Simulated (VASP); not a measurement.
Al:

```
Al
1.0
    -1.60700    1.60700    1.60700
     1.60700   -1.60700    1.60700
     1.60700    1.60700   -1.60700
Al
1
Cartesian
  0.0000 0.0000 0.0000
```

This isn't the form of Al at room conditions, which is fcc.

```yaml
Program: VASP 6.6.1
Task: relaxation of cell and atoms
Functional: PBE
Dispersion: D3(BJ)
Potentials_or_basis: VASP PAW PBE potentials, release 64 (Al)
Cutoff: 600 eV
k_mesh: 18 × 18 × 18
Occupations: gaussian, width 0.1 eV
Spin: no spin polarisation
```

At the start: pressure -1.9 GPa; volume 16.60 Å³/atom.

Question: How do energy, volume and symmetry change on relaxing?

Answer: Over 3 steps the energy falls by 2.6 meV/atom and the volume is 16.17 Å³/atom (-2.6 %); space group Im-3m (No. 229, to 0.05 Å).

Step by step:
```tsv
step	energy change (eV)	largest force (eV/Å)	pressure (GPa)	volume (Å³)
1	0.0000	0.0000	-1.89	16.60
2	-0.0026	0.0000	0.18	16.13
3	-0.0026	0.0000	0.00	16.17
```

Final structure:
```xyz
1
Lattice="-1.5930 1.5930 1.5930 1.5930 -1.5930 1.5930 1.5930 1.5930 -1.5930" Properties=species:S:1:pos:R:3 pbc="T T T"
Al    0.0000    0.0000    0.0000
```

Caveat: pairwise dispersion overbinds metals, which lowers pressure and volume.
